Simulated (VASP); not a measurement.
# TiAl (Pm-3m) in VASP: notebook

One crystal, TiAl, is run at these levels: PBE; tasks: single point.

Program: VASP 6.6.1. These are calculated values, not measurements. Logs are shortened: lines on timing, memory, paths and dates and some standing lists are left out, and cuts for length are marked.

## (1) Starting point

It takes space group Pm-3m (No. 221, cubic). The conventional cell has a = 3.179 Å, b = 3.179 Å, c = 3.179 Å, α = 90.00°, β = 90.00°, γ = 90.00°. Ti (site symmetry m-3m) has 8 Al at 2.75 Å as nearest neighbours. Al (site symmetry m-3m) is surrounded by 8 Ti at 2.75 Å.

The cell comes from a database or a generator and needn't be the stable form of this composition.

## (2) Single point, PBE

INCAR

```
SYSTEM = TiAl
  ADDGRID = .FALSE.
  ALGO = Normal
  EDIFF = 0.001
  ENCUT = 460
  GGA = PE
  ISIF = 2
  ISMEAR = -1
  LASPH = .TRUE.
  LCHARG = .FALSE.
  LREAL = .FALSE.
  LWAVE = .FALSE.
  NELM = 100
  PREC = Accurate
  SIGMA = 0.1
```

KPOINTS

```
k-points
0
G
  7 7 7
  0 0 0
```

POSCAR

```
TiAl
1.0
    3.1790640000      0.0000000000      0.0000000000
    0.0000000000      3.1790640000      0.0000000000
    0.0000000000      0.0000000000      3.1790640000
Ti Al
1 1
Direct
    0.0000000000      0.0000000000      0.0000000000
    0.5000000000      0.5000000000      0.5000000000
```

Potentials or basis: VASP PAW PBE potentials, release 64 (Ti_sv, Al).

Started as:

```sh
cat potpaw_PBE.64/Ti_sv/POTCAR potpaw_PBE.64/Al/POTCAR > POTCAR
mpirun -np 1 vasp_std > vasp.out
```

OUTCAR:

```text
SYSTEM = TiAl
   EDIFF = 0.001
   ENCUT = 460
   GGA = PE
   ISIF = 2
   ISMEAR = -1
   LASPH = .TRUE.
   LREAL = .FALSE.
   NELM = 100
   PREC = Accurate

 Found     20 irreducible k-points:

 Following reciprocal coordinates:
            Coordinates               Weight
  0.000000  0.000000  0.000000      1.000000
  0.142857  0.000000  0.000000      6.000000
  0.285714  0.000000  0.000000      6.000000
  0.428571  0.000000  0.000000      6.000000
  0.142857  0.142857  0.000000     12.000000
  0.285714  0.142857  0.000000     24.000000
   k-points           NKPTS =     20   k-points in BZ     NKDIM =     20   number of bands    NBANDS=     11
   number of dos      NEDOS =    301   number of ions     NIONS =      2
   total plane-waves  NPLWV =  13824
   dimension x,y,z NGX =    24 NGY =   24 NGZ =   24
   dimension x,y,z NGXF=    48 NGYF=   48 NGZF=   48
   ions per type =               1   1
   NGX,Y,Z   is equivalent  to a cutoff of  12.55, 12.55, 12.55 a.u.
   NGXF,Y,Z  is equivalent  to a cutoff of  25.10, 25.10, 25.10 a.u.
 SYSTEM =  TiAl
   PREC   = accura    normal or accurate (medium, high low for compatibility)
   ISTART =      0    job   : 0-new  1-cont  2-samecut
   ICHARG =      2    charge: 1-file 2-atom 10-const
   ISPIN  =      1    spin polarized calculation?
   LNONCOLLINEAR =      F non collinear calculations
   LSORBIT =      F    spin-orbit coupling
   LASPH  =      T    aspherical Exc in radial PAW
   ENCUT  =  460.0 eV  33.81 Ry    5.81 a.u.   5.56  5.56  5.56*2*pi/ulx,y,z
   NELM   =    100;   NELMIN=  2; NELMDL= -5     # of ELM steps
   EDIFF  = 0.1E-02   stopping-criterion for ELM
   LREAL  =      F    real-space projection
   EDIFFG = 0.1E-01   stopping-criterion for IOM
   NSW    =      0    number of steps for IOM
   IBRION =     -1    ionic relax: 0-MD 1-quasi-New 2-CG
   NFREE  =      0    steps in history (QN), initial steepest desc. (CG)
   ISIF   =      2    stress and relaxation
   ISYM   =      2    0-nonsym 1-usesym 2-fastsym
   POTIM  = 0.5000    time-step for ionic-motion
   TEBEG  =    0.0;   TEEND  =   0.0 temperature during run
   PSTRESS=    0.0 pullay stress
   NELECT =      15.0000    total number of electrons
   NUPDOWN=      -1.0000    fix difference up-down
   EMIN   =  10.00;   EMAX   =-10.00  energy-range for DOS
   EFERMI =   0.00;   METHOD = LEGACY
   ISMEAR =    -1;   SIGMA  =   0.10  broadening in eV -4-tet -1-fermi 0-gaus
   EFERMI_NEDOS =   21; number of points for ismear=-14 and -15
   IALGO  =     38    algorithm
   IMIX   =      4    mixing-type and parameters
     AMIX     =   0.40;   BMIX     =  1.00
     AMIX_MAG =   1.60;   BMIX_MAG =  1.00
  volume/ion in A,a.u.               =      16.06       108.41
  Fermi-wavevector in a.u.,A,eV,Ry     =   1.270007  2.399964 21.945065  1.612917
  Thomas-Fermi vector in A             =   2.403017
   LORBIT       =      0    0 simple, 1 ext, 2 COOP (PROOUT), +10 PAW based schemes
   GGA     = PE    functional components
   LHFCALC =     F    Hartree Fock is set to
   AEXX    =    0.0000 exact exchange contribution
   IVDW    =     0    specifies the selected vdW correction
   LEPSILON=     F    determine dielectric tensor
   LRPA    =     F    only Hartree local field effects (RPA)
 non-spin polarized calculation
  energy-cutoff  :      460.00
  volume of cell :       32.13
 maximum number of plane-waves:       739
 NGX is ok and might be reduce to    24
   NGX = 11   NGY = 11   NGZ = 11

 number of electron      14.9999994 magnetization

 Free energy of the ion-electron system (eV)
  ---------------------------------------------------
  ext. energy  EPLUGINS =         0.00000000
  ---------------------------------------------------
  free energy    TOTEN  =       -12.14711545 eV

  energy without entropy =      -12.07923996  energy(sigma->0) =      -12.11317770

 E-fermi :   8.8050     XC(G=0): -11.0851

 val. band max:        8.7960736738   @ k =   0.2857   0.2857   0.0000
 cond. band min:       8.9437621862   @ k =   0.2857   0.2857   0.1429
 fundamental gap:      0.1476885124
 Fermi energy:         8.8050412661

 k-point     1 :       0.0000    0.0000    0.0000
  band No.  band energies     occupation
      1     -48.1013      2.00000
      2     -24.3077      2.00000
      3     -24.3077      2.00000
      4     -24.3077      2.00000
      5      -0.4907      2.00000
      6       7.3441      2.00000
      7       7.3441      2.00000
      8      10.5918      0.00000
      9      10.5918      0.00000
     10      10.5918      0.00000
     11      13.1951      0.00000

 k-point     2 :       0.1429    0.0000    0.0000
  band No.  band energies     occupation
      1     -48.0984      2.00000
      2     -24.3402      2.00000
      3     -24.3048      2.00000
      4     -24.3048      2.00000
      5      -0.1674      2.00000
      6       7.1306      2.00000
      7       7.4869      2.00000
      8      10.1190      0.00000
      9      10.1190      0.00000
     10      10.6290      0.00000
     11      12.1721      0.00000

 k-point     3 :       0.2857    0.0000    0.0000
  band No.  band energies     occupation
      1     -48.0921      2.00000
      2     -24.4126      2.00000
      3     -24.2985      2.00000
      4     -24.2985      2.00000
      5       0.7662      2.00000
      6       6.0270      2.00000
      7       7.8442      1.99987
      8       9.4133      0.00455
      9       9.4133      0.00455
     10      10.7145      0.00000
     11      11.4839      0.00000

 k-point     4 :       0.4286    0.0000    0.0000
  band No.  band energies     occupation
      1     -48.0870      2.00000
      2     -24.4701      2.00000
      3     -24.2933      2.00000
      4     -24.2933      2.00000
      5       2.1810      2.00000
      6       4.2171      2.00000
      7       8.1805      1.99613
      8       8.9933      0.26416
      9       8.9933      0.26416
     10      10.7849      0.00000
     11      11.7038      0.00000

 k-point     5 :       0.1429    0.1429    0.0000
  band No.  band energies     occupation
      1     -48.0956      2.00000
      2     -24.3386      2.00000
      3     -24.3354      2.00000
      4     -24.3020      2.00000
      5       0.1473      2.00000
      6       7.2081      2.00000
      7       7.3881      2.00000
      8       9.5903      0.00078
      9      10.0281      0.00001
     10      10.3743      0.00000
     11      12.5184      0.00000

 k-point     6 :       0.2857    0.1429    0.0000
  band No.  band energies     occupation
      1     -48.0893      2.00000
      2     -24.4087      2.00000
      3     -24.3298      2.00000
      4     -24.2956      2.00000
      5       1.0526      2.00000
      6       6.2178      2.00000
      7       7.6969      1.99997
      8       9.0465      0.16420
      9       9.4798      0.00234
     10      10.3915      0.00000
     11      11.7231      0.00000

 [... further k-points ...]

------------------------ aborting loop because EDIFF is reached ----------------------------------------

  FORCE on cell =-STRESS in cart. coord.  units (eV):
  Direction    XX          YY          ZZ          XY          YZ          ZX
  --------------------------------------------------------------------------------------
  -------------------------------------------------------------------------------------
  Total       -0.1633230     -0.1633230     -0.1633230      0.0000000      0.0000000      0.0000000
  in kB       -8.1444171     -8.1444171     -8.1444171      0.0000000      0.0000000      0.0000000
  external PRESSURE =      -8.1444171 kB  Pullay stress =       0.0000000 kB

 VOLUME and BASIS-vectors are now :
 -----------------------------------------------------------------------------
  energy-cutoff  :      460.00
  volume of cell :       32.13
      direct lattice vectors                 reciprocal lattice vectors
     3.179064000  0.000000000  0.000000000     0.314557996  0.000000000  0.000000000
     0.000000000  3.179064000  0.000000000     0.000000000  0.314557996  0.000000000
     0.000000000  0.000000000  3.179064000     0.000000000  0.000000000  0.314557996

 POSITION                                       TOTAL-FORCE (eV/Angst)
 -----------------------------------------------------------------------------------
      0.00000      0.00000      0.00000         0.000000      0.000000      0.000000
      1.58953      1.58953      1.58953         0.000000      0.000000      0.000000
 -----------------------------------------------------------------------------------
    total drift:                                0.000000      0.000000      0.000000

  FREE ENERGIE OF THE ION-ELECTRON SYSTEM (eV)
  ---------------------------------------------------
  free  energy   TOTEN  =       -12.1471154451 eV

  energy  without entropy=      -12.0792399642  energy(sigma->0) =      -12.11317770
```

It took 2.2 s on 1 thread of Intel Xeon 6975P-C (Granite Rapids), shared host; peak memory 0.13 GiB.

The run converged, but some of its settings lie outside the range that counts as converged, so its numbers aren't taken as properties of the crystal.

Results:

* Free energy: -12.1471 eV
* Pressure: -0.8 GPa
* Band gap on the k mesh: none (metal or under the smearing width)

## (3) Single point, PBE

Changes to INCAR since step 2:

```diff
@@ -3,3 +3,3 @@
   ALGO = Normal
-  EDIFF = 0.001
+  EDIFF = 1E-4
   ENCUT = 460
```

KPOINTS is that of step 2.

POSCAR is that of step 2.

Potentials or basis: VASP PAW PBE potentials, release 64 (Ti_sv, Al).

Started as:

```sh
cat potpaw_PBE.64/Ti_sv/POTCAR potpaw_PBE.64/Al/POTCAR > POTCAR
mpirun -np 1 vasp_std > vasp.out
```

OUTCAR:

```text
SYSTEM = TiAl
   EDIFF = 1E-4
   ENCUT = 460
   GGA = PE
   ISIF = 2
   ISMEAR = -1
   LASPH = .TRUE.
   LREAL = .FALSE.
   NELM = 100
   PREC = Accurate

 Found     20 irreducible k-points:

 Following reciprocal coordinates:
            Coordinates               Weight
  0.000000  0.000000  0.000000      1.000000
  0.142857  0.000000  0.000000      6.000000
  0.285714  0.000000  0.000000      6.000000
  0.428571  0.000000  0.000000      6.000000
  0.142857  0.142857  0.000000     12.000000
  0.285714  0.142857  0.000000     24.000000
   k-points           NKPTS =     20   k-points in BZ     NKDIM =     20   number of bands    NBANDS=     11
   number of dos      NEDOS =    301   number of ions     NIONS =      2
   total plane-waves  NPLWV =  13824
   dimension x,y,z NGX =    24 NGY =   24 NGZ =   24
   dimension x,y,z NGXF=    48 NGYF=   48 NGZF=   48
   ions per type =               1   1
   NGX,Y,Z   is equivalent  to a cutoff of  12.55, 12.55, 12.55 a.u.
   NGXF,Y,Z  is equivalent  to a cutoff of  25.10, 25.10, 25.10 a.u.
 SYSTEM =  TiAl
   PREC   = accura    normal or accurate (medium, high low for compatibility)
   ISTART =      0    job   : 0-new  1-cont  2-samecut
   ICHARG =      2    charge: 1-file 2-atom 10-const
   ISPIN  =      1    spin polarized calculation?
   LNONCOLLINEAR =      F non collinear calculations
   LSORBIT =      F    spin-orbit coupling
   LASPH  =      T    aspherical Exc in radial PAW
   ENCUT  =  460.0 eV  33.81 Ry    5.81 a.u.   5.56  5.56  5.56*2*pi/ulx,y,z
   NELM   =    100;   NELMIN=  2; NELMDL= -5     # of ELM steps
   EDIFF  = 0.1E-03   stopping-criterion for ELM
   LREAL  =      F    real-space projection
   EDIFFG = 0.1E-02   stopping-criterion for IOM
   NSW    =      0    number of steps for IOM
   IBRION =     -1    ionic relax: 0-MD 1-quasi-New 2-CG
   NFREE  =      0    steps in history (QN), initial steepest desc. (CG)
   ISIF   =      2    stress and relaxation
   ISYM   =      2    0-nonsym 1-usesym 2-fastsym
   POTIM  = 0.5000    time-step for ionic-motion
   TEBEG  =    0.0;   TEEND  =   0.0 temperature during run
   PSTRESS=    0.0 pullay stress
   NELECT =      15.0000    total number of electrons
   NUPDOWN=      -1.0000    fix difference up-down
   EMIN   =  10.00;   EMAX   =-10.00  energy-range for DOS
   EFERMI =   0.00;   METHOD = LEGACY
   ISMEAR =    -1;   SIGMA  =   0.10  broadening in eV -4-tet -1-fermi 0-gaus
   EFERMI_NEDOS =   21; number of points for ismear=-14 and -15
   IALGO  =     38    algorithm
   IMIX   =      4    mixing-type and parameters
     AMIX     =   0.40;   BMIX     =  1.00
     AMIX_MAG =   1.60;   BMIX_MAG =  1.00
[... 16 lines left out ...]

 number of electron      14.9999994 magnetization

 Free energy of the ion-electron system (eV)
  ---------------------------------------------------
  ext. energy  EPLUGINS =         0.00000000
  ---------------------------------------------------
  free energy    TOTEN  =       -12.14719190 eV

  energy without entropy =      -12.07930787  energy(sigma->0) =      -12.11324988

 E-fermi :   8.8040     XC(G=0): -11.0855

 val. band max:        8.7951355472   @ k =   0.2857   0.2857   0.0000
 cond. band min:       8.9428353673   @ k =   0.2857   0.2857   0.1429
 fundamental gap:      0.1476998201
 Fermi energy:         8.8040268683

 k-point     1 :       0.0000    0.0000    0.0000
  band No.  band energies     occupation
      1     -48.1035      2.00000
      2     -24.3088      2.00000
      3     -24.3088      2.00000
      4     -24.3088      2.00000
      5      -0.4929      2.00000
      6       7.3432      2.00000
      7       7.3432      2.00000
      8      10.5909      0.00000
      9      10.5909      0.00000
     10      10.5909      0.00000
     11      13.1939      0.00000
[... 57 lines left out ...]
 k-point     6 :       0.2857    0.1429    0.0000
  band No.  band energies     occupation
      1     -48.0915      2.00000
      2     -24.4099      2.00000
      3     -24.3310      2.00000
      4     -24.2968      2.00000
      5       1.0507      2.00000
      6       6.2166      2.00000
      7       7.6960      1.99997
      8       9.0455      0.16413
      9       9.4789      0.00234
     10      10.3906      0.00000
     11      11.7217      0.00000

 [... further k-points ...]

------------------------ aborting loop because EDIFF is reached ----------------------------------------

  FORCE on cell =-STRESS in cart. coord.  units (eV):
  Direction    XX          YY          ZZ          XY          YZ          ZX
  --------------------------------------------------------------------------------------
  -------------------------------------------------------------------------------------
  Total       -0.0863523     -0.0863523     -0.0863523      0.0000000     -0.0000000      0.0000000
  in kB       -4.3061263     -4.3061263     -4.3061263      0.0000000     -0.0000000      0.0000000
  external PRESSURE =      -4.3061263 kB  Pullay stress =       0.0000000 kB

 VOLUME and BASIS-vectors are now :
 -----------------------------------------------------------------------------
  energy-cutoff  :      460.00
  volume of cell :       32.13
      direct lattice vectors                 reciprocal lattice vectors
     3.179064000  0.000000000  0.000000000     0.314557996  0.000000000  0.000000000
     0.000000000  3.179064000  0.000000000     0.000000000  0.314557996  0.000000000
     0.000000000  0.000000000  3.179064000     0.000000000  0.000000000  0.314557996

 POSITION                                       TOTAL-FORCE (eV/Angst)
 -----------------------------------------------------------------------------------
      0.00000      0.00000      0.00000         0.000000      0.000000      0.000000
      1.58953      1.58953      1.58953         0.000000      0.000000      0.000000
 -----------------------------------------------------------------------------------
    total drift:                                0.000000      0.000000      0.000000

  FREE ENERGIE OF THE ION-ELECTRON SYSTEM (eV)
  ---------------------------------------------------
  free  energy   TOTEN  =       -12.1471918993 eV

  energy  without entropy=      -12.0793078654  energy(sigma->0) =      -12.11324988
```

OSZICAR:

```text
N       E                     dE             d eps       ncg     rms          rms(c)
DAV:   1     0.833635174004E+02    0.83364E+02   -0.70617E+03   440   0.129E+03
DAV:   2    -0.779343037311E+01   -0.91157E+02   -0.89084E+02   446   0.316E+02
DAV:   3    -0.135314967690E+02   -0.57381E+01   -0.52400E+01   683   0.767E+01
DAV:   4    -0.137676755074E+02   -0.23618E+00   -0.23171E+00   543   0.128E+01
DAV:   5    -0.137768915590E+02   -0.92161E-02   -0.92040E-02   662   0.241E+00    0.980E+00
DAV:   6    -0.122222491577E+02    0.15546E+01   -0.11738E+01   546   0.389E+01    0.282E+00
DAV:   7    -0.121544740740E+02    0.67775E-01   -0.65427E-01   528   0.992E+00    0.166E+00
DAV:   8    -0.121473349238E+02    0.71392E-02   -0.51638E-02   505   0.238E+00    0.354E-01
DAV:   9    -0.121471154437E+02    0.21948E-03   -0.69951E-03   574   0.792E-01    0.172E-01
DAV:  10    -0.121471918993E+02   -0.76456E-04   -0.84107E-05   379   0.102E-01
   1 F= -.12147192E+02 E0= -.12113250E+02  d E =-.678840E-01
```

It took 2.3 s on 1 thread of Intel Xeon 6975P-C (Granite Rapids), shared host; peak memory 0.13 GiB.

These settings aren't checked as converged: the numbers below hold their error.

What came out:

```yaml
Free_energy: -12.1472 eV
Pressure: -0.4 GPa
Band_gap_on_the_k_mesh: none (metal or under the smearing width)
```

## (4) The reference run

An earlier run on the cell as given: functional PBEsol; potentials or basis VASP PAW PBE potentials, release 64 (Ti_sv, Al); cutoff 520 eV; k mesh 8 × 8 × 8; occupations fermi-dirac, width 0.05 eV; no spin polarisation.

* Pressure: -2.3 GPa
* Band gap on the k mesh: none (metal or under the smearing width)
